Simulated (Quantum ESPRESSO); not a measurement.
AlN:

```xyz
4
Lattice="3.1130 0.0000 0.0000 -1.5565 2.6959 0.0000 0.0000 0.0000 4.9810" Properties=species:S:1:pos:R:3 pbc="T T T"
Al    1.5565    0.8986    2.4905
Al    0.0000    1.7973    0.0000
N     1.5565    0.8986    4.3833
N     0.0000    1.7973    1.8928
```

Program: Quantum ESPRESSO 7.5. Alike in all runs: task band structure; no spin polarisation; cell as given; k mesh 10 × 10 × 6; cutoff (eV) 1143; smearing fermi-dirac 0.05 eV.

Task: Order these runs on this cell by their pressure, lowest first.
A. level PBEsol; potentials or basis PseudoDojo 0.4.1 SR PBEsol standard
B. level PBE; potentials or basis PseudoDojo 0.4.1 SR PBE standard
C. level LDA; potentials or basis PseudoDojo 0.4.1 SR LDA standard; form of the LDA correlation PW92

Result: C (-5.8 GPa), A (0.1 GPa), B (3.4 GPa).
